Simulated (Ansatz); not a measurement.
## KCl (Fm-3m): volume and gaps against pressure

```xyz
2
Lattice="3.1213 3.1213 0.0000 -3.1213 3.1213 0.0000 0.0000 3.1213 3.1213" Properties=species:S:1:pos:R:3 pbc="T T T"
K     0.0000    0.0000    0.0000
Cl    0.0000    3.1213    0.0000
```

This is the zero-pressure cell under PBEsol. Cell and atoms are relaxed by PAW (default files of Ansatz 0.2.0, cutoff 420 eV, stress met within about 0.05 GPa) at each pressure, in this structure whether or not another phase would take over; P is the pressure reached, less that of this cell. Levels come from PBEsol, all-electron LAPW in Ansatz 0.2.0, scalar-relativistic; k mesh 6×6×6, fixed occupations, basis error target 0.5 meV/atom. Conduction levels are in eV over the valence top (at Γ), at fixed fractional wave vectors. Zone-centre phonons come from finite displacements by PAW, without the LO-TO term.

```tsv
P (GPa)	V/V₀	Γ	X	L	T1u TO (cm⁻¹)
-1.99	1.1736	4.632	6.493	7.049	84.7
0.00	1.0000	5.104	6.369	7.480	138.4
1.98	0.9172	5.402	6.250	7.709	169.0
3.97	?	?	?	?	?
6.98	0.8034	5.930	5.987	8.045	219.6
9.97	0.7610	6.174	5.848	8.174	241.8
14.95	0.7092	6.517	5.636	8.335	271.7
```

Question: Fit the third-order Birch-Murnaghan equation to the rows shown.

Answer: With f = [(V₀/V)^(2/3) − 1]/2, the normalised pressure F = P/[3f(1 + 2f)^(5/2)] is 17.1 GPa at f = -0.0506, 19.3 GPa at f = 0.0297, 20.6 GPa at f = 0.0786, 21.1 GPa at f = 0.0999, 21.8 GPa at f = 0.1287. The line F = B₀[1 + (3/2)(B′ − 4)f] gives B₀ = 18.5 GPa and B′ = 4.9.

Question: What are the volume deformation potentials and pressure coefficients of these levels at zero pressure?

Answer: 

| level | dE/dlnV (eV) | dE/dP = −(dE/dlnV)/B₀ (meV/GPa) | mean slope up to 2.0 GPa (meV/GPa) |
| --- | --- | --- | --- |
| Γ | -3.26 | 176.3 | 150.4 |
| X | 1.15 | -62.0 | -59.8 |
| L | -2.67 | 144.6 | 115.3 |

dE/dlnV is the slope of a cubic fit in ln V at V₀. The last column is read from two rows and shows how the slope bends with pressure.

Question: What mode Grüneisen parameters follow?

Answer: γ = −d ln ω/d ln V at V₀ from a quadratic fit in ln V: T1u 2.64.

Question: Fill the row at 3.97 GPa.

Answer: The fits give V/V₀ = 0.8619 and Γ = 5.639 eV. Computed: V/V₀ = 0.8620, Γ = 5.638, X = 6.140, L = 7.869, T1u TO (cm⁻¹) = 192.1.

Question: Where does the lowest conduction level change its place?

Answer: From Γ to X near 7.4 GPa, by linear interpolation between the computed rows. Errors in the spacing of the valleys shift these pressures.

Known limits: no other phase was computed; many crystals of this kind change structure within this range, and rows or crossings beyond such a change describe a metastable lattice; the frozen-core PAW files of the relaxations were fitted under PBE, their cores solved anew for this functional; semilocal gaps are low, and the spacing of valleys can be off by tenths of an eV; levels are read at fixed fractional k, so an edge that moves off these points is missed.
